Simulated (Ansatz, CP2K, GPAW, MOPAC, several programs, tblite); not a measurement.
# SnSe2 from cheap methods to r2SCAN

How much accuracy does each second buy? SnSe2 is computed with 11 methods, from the cheapest up to r2SCAN.

Computed with MOPAC, tblite, CP2K, GPAW, Ansatz (versions at each run) (no spin polarisation, static lattice; gaps from single points on the cell relaxed beforehand with r²SCAN+rVV10, unless a step's input says otherwise).

**1. The starting structure**

Symmetry: P-3m1, No. 164, trigonal system. The conventional cell has a = 3.825 Å, b = 3.825 Å, c = 6.227 Å, α = 90.00°, β = 90.00°, γ = 120.00°. Sn (site symmetry -3m) is surrounded by 6 Se at 2.71 Å. Around Se (site symmetry 3m) lie 3 Sn at 2.71 Å.

Coordinates:

```xyz
3
Lattice="3.8251 0.0000 0.0000 -1.9126 3.3127 0.0000 0.0000 0.0000 6.2271" Properties=species:S:1:pos:R:3 pbc="T T T"
Sn    0.0000    0.0000    0.0000
Se    0.0000    2.2085    1.5759
Se    1.9126    1.1042    4.6511
```

The structure type (1T (CdI2) bulk) is imposed and need not be the compound's stable one.

**Question.** The methods are PM6, PM7, GFN1-xTB (tblite), GFN2-xTB (tblite), PBE/DZVP, PBE/single-zeta, PBE/SZV, coarse PBE, GLLB-SC, PBE, r2SCAN. What gap does r2SCAN give on this cell, and which other methods (full PBE left aside) come nearest to r2SCAN and farthest in gap?

| quantity | value |
| --- | --- |
| r2SCAN | gap 0.92 eV |
| gap: nearest and farthest of the other methods | PBE/SZV (+0.08 eV), PM7 (+3.33 eV) |

What this shows: For the gap, of the 9 methods compared (full PBE left aside), PBE/SZV comes nearest to r2SCAN and PM7 is farthest. A minimal basis or a coarse cutoff and mesh shifts results by its own error, so closeness to r2SCAN can be chance. Cluster runs see only the k-points that fold onto the zone centre, so their gaps can miss the band edges. GLLB-SC is compared with its derivative discontinuity added. No r2SCAN modulus is at hand, so moduli aren't ranked. CPU times run from 0.83 s (coarse PBE) to 16 s (GFN2-xTB (tblite)). On this cell GFN2-xTB (tblite), PBE/DZVP, GLLB-SC cost more than r2SCAN itself (8.8 s), so they are no saving here. A cluster method computes far more atoms than the primitive cell, so on a small crystal it can cost more than plane waves. r2SCAN is a yardstick, not the truth: it usually gives gaps below the measured ones. Spin-orbit coupling is left out throughout.
